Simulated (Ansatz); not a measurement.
The following input was run with Ansatz 0.2.0.

```yaml
crystal:
  lattice:
    - [5.4400501816, 0.0, 0.0]
    - [-2.7200250908, 4.7112216551, 0.0]
    - [0.0, 0.0, 25.0895542449]
  atoms:
    - { symbol: Cl, position: [0.6668718889, 0.3341786043, 0.6667483417] }
    - { symbol: Cl, position: [0.0001865572, 0.0006283628, 0.6471691941] }
basis:
  ecutwfc: 420
kpoints:
  mp_grid: { grid: [4, 4, 1] }
hamiltonian:
  xc: pbe
scf:
  occupations: { method: gaussian, width: 0.1 }
output:
  forces: true
  eigenvalues: true
  write_density: true
  volumetric_format: npy
efield:
  axis: 3
  dipole_correction: true
  ramp_width: 0.04
```

Run as
```bash
ansatz run input.yaml --threads 4 --pin off --max-ram 10240MiB --backend cpu --events-out ev --progress --plain --runs-dir out
```

Level of theory: DFT PBE, scalar-relativistic, plane waves, PAW in Ansatz 0.2.0.

From the run's log, abridged:

```
Pseudopotentials: kind: paw
Pseudopotential: Cl, paw, valence charge 7, recommended cutoff 420 eV (normal)
Functional definition: PBE
Crystal: 2 atoms, lattice volume = 643.027 Å³
Basis set: ecut = 420 eV, 12521 PW (Γ), exchange–correlation on 80×80×360 points (8 copies of the dense FFT grid, shifted against one another)
Bands: 11, of which v1, the nominal top of the filled ones, is band 7 counted from 1 (6 counted from 0)
Symmetry: 1 space group operations
k-points: 10 of 16 (time reversal used)
Initial density: superposition of atomic densities (neutral atoms: chi_scale 0, normalization atom), corrected by the library's trained network
Initial wavefunctions: pseudopotential atomic-orbital guess
Functional: x = pbe(κ = 0.804, μ = 0.21951497), c = pbe(β = 0.06672455)
SCF iter   1: F=—  HF=-2156.930504 eV  |F-HF|=—  |Δ(HF+E_count)|=         —  Δρ=4.61e-4  dr2=3.08e-3  ethr=1.77e-3  p= 0.000 e·Å  D=-3.30e-8 V/Å  ΔV_dip=0.00 eV  dr2_dipole=3.46e-9  V_vac-E_F(+/−)=8.36/8.36 eV  ⟨swp⟩=7.7  Hψ=803  notcnv=0
efield: sawtooth ramp at fractional position 0.1370 (placed from the atoms, in the widest stretch of the axis that holds none; the zero of the levels goes with the place), width 0.0400; the density the first Hamiltonian is built on has a dipole p =  0.000 e·Å; the dipole correction subtracts the counter field D = -3.30e-8 V/Å, which shifts the + side's vacuum level by +0.00 eV against the − side's; the planar-averaged density in the ramp window peaks in size at 1.7e-7 e/Å³
SCF iter   2: F=—  HF=-2156.929240 eV  |F-HF|=—  |Δ(HF+E_count)|=   1.26e-3  Δρ=2.37e-4  dr2=4.63e-4  ethr=2.20e-5  p=0.000 e·Å  D=2.96e-5 V/Å  ΔV_dip= 0.00 eV  dr2_dipole=8.04e-9  V_vac-E_F(+/−)=8.24/8.24 eV  ⟨swp⟩=2.3  Hψ=283  notcnv=0
SCF iter   3: F=—  HF=-2156.929232 eV  |F-HF|=—  |Δ(HF+E_count)|=   8.27e-6  Δρ=1.39e-4  dr2=1.42e-4  ethr=3.31e-6  p=0.000 e·Å  D=3.68e-6 V/Å  ΔV_dip= 0.00 eV  dr2_dipole=1.51e-10  V_vac-E_F(+/−)=8.23/8.23 eV  ⟨swp⟩=2.1  Hψ=191  notcnv=0
SCF iter   4: F=—  HF=-2156.929195 eV  |F-HF|=—  |Δ(HF+E_count)|=   3.73e-5  Δρ=4.24e-5  dr2=8.46e-6  ethr=1.01e-6  p=0.000 e·Å  D=3.33e-6 V/Å  ΔV_dip= 0.00 eV  dr2_dipole=1.13e-10  V_vac-E_F(+/−)=8.21/8.21 eV  ⟨swp⟩=2.0  Hψ=161  notcnv=0
SCF iter   5: F=—  HF=-2156.929230 eV  |F-HF|=—  |Δ(HF+E_count)|=   3.53e-5  Δρ=3.10e-5  dr2=3.68e-6  ethr=6.04e-8  p=0.000 e·Å  D=1.08e-6 V/Å  ΔV_dip= 0.00 eV  dr2_dipole=4.71e-13  V_vac-E_F(+/−)=8.21/8.21 eV  ⟨swp⟩=2.9  Hψ=184  notcnv=0
SCF iter   6: F=-2156.929231 eV  HF=-2156.929231 eV  |F-HF|=1.25e-7  |Δ(HF+E_count)|=   2.67e-7  Δρ=3.21e-6  dr2=7.25e-8  ethr=7.14e-10  p=0.000 e·Å  D=5.09e-7 V/Å  ΔV_dip= 0.00 eV  dr2_dipole=1.31e-13  V_vac-E_F(+/−)=8.21/8.21 eV  ⟨swp⟩=8.6  Hψ=688  notcnv=0
SCF iter   7: F=-2156.929231 eV  HF=-2156.929231 eV  |F-HF|=4.64e-8  |Δ(HF+E_count)|=   9.57e-8  Δρ=1.09e-6  dr2=6.12e-9  ethr=5.18e-10  p=0.000 e·Å  D=2.78e-7 V/Å  ΔV_dip= 0.00 eV  dr2_dipole=8.26e-16  V_vac-E_F(+/−)=8.21/8.21 eV  ⟨swp⟩=4.3  Hψ=576  notcnv=0
Mixer restart at iter 7: flushing history
SCF iter   8: F=-2156.929231 eV  HF=-2156.929231 eV  |F-HF|=1.65e-8  |Δ(HF+E_count)|=   5.05e-8  Δρ=1.19e-6  dr2=1.87e-8  ethr=4.37e-11  p=0.000 e·Å  D=3.00e-7 V/Å  ΔV_dip= 0.00 eV  dr2_dipole=5.96e-11  V_vac-E_F(+/−)=8.21/8.21 eV  ⟨swp⟩=3.9  Hψ=517  notcnv=0
SCF 1 converged in 8 iterations: F = -2156.929231 eV  dr2 = 1.87e-8
SCF converged after 8 iterations
an eigenvalue changed by more than its tolerance at an iteration that met the thresholds in force, so the SCF went on 2 times, its first undamped step at iteration 7: the last check found none over its tolerance
Free energy (F): -2156.929231 eV
Harris-Foulkes:  -2156.929231 eV  (|F-HF|=1.65e-8)
Internal energy: -2156.893956 eV  (E = F + TS)
E sigma→0 (E₀):  -2156.911593 eV
Entropy (-TS):   -0.035275 eV (-17.638 meV/atom)
Fermi energy:    -7.501794 eV
Dipole field:    D = -0.000005 V/Å  (p = -0.000020 e·Å, saw-weighted, corrected)
Work function:   Φ+ = 8.2133 eV   Φ− = 8.2131 eV
Levels:          The Fermi level and band energies are counted from a zero that moves with the ramp; work functions are not
--- Per-component energies (eV) ---
  E_band       = -165.345794
  E_kinetic    = 312.592700
  E_local      = -3074.539152  (includes V_loc(G=0)·N_el)
  E_nonlocal   = 57.122310
  E_hartree    = 1383.983404
  E_xc         = -208.279015
  E_vxc        = -235.885407  (∫ρ·V_xc dr)
  E_paw        = -1317.485806  (= ΣΔE_a)
  E_vpaw       = 7.395587  (= ΣTr[D̂ρ^β])
  E_aug_tail   = 0.000185  (compensation charges beyond the density's cutoff)
  E_efield     = 0.000000  (sawtooth field / dipole correction)
  E_vefield    = 0.000000  (∫n·V_field dr)
  E_ewald      = 689.711420
  E_smearing   = -0.035275  (= −TS)
--- Forces (eV/Å), atoms counted from 1 ---
  atom   1  Cl    -0.00207111     0.00432634    -0.46382129
  atom   2  Cl     0.00207218    -0.00432784     0.46382695
--- Band table (eV; the first three rows and the last of 10) ---
  k-point 0: bands = ["-20.7224", "-19.9917", "-9.0881", "-9.0842", "-8.3356", "-7.6716", "-7.5807", "-7.5789", "-0.3928", "0.5128", "0.7916"]
  k-point 1: bands = ["-20.6361", "-20.0928", "-9.1933", "-9.0039", "-8.2172", "-7.9050", "-7.5554", "-7.4248", "0.1332", "0.8731", "1.2212"]
  k-point 2: bands = ["-20.4922", "-20.2513", "-9.2862", "-8.9045", "-8.1169", "-8.0476", "-7.6093", "-7.2842", "1.2613", "1.4780", "1.6900"]
  k-point 9: bands = ["-20.4933", "-20.2501", "-9.2888", "-8.9022", "-8.1167", "-8.0485", "-7.6092", "-7.2837", "1.2627", "1.4780", "1.6894"]
```

The calculation finished and met its thresholds.

It took 2 s on 4 threads of Intel(R) Xeon(R) Platinum 8375C CPU @ 2.90GHz (Ice Lake), with other jobs on the host, peak memory 0.72 GiB.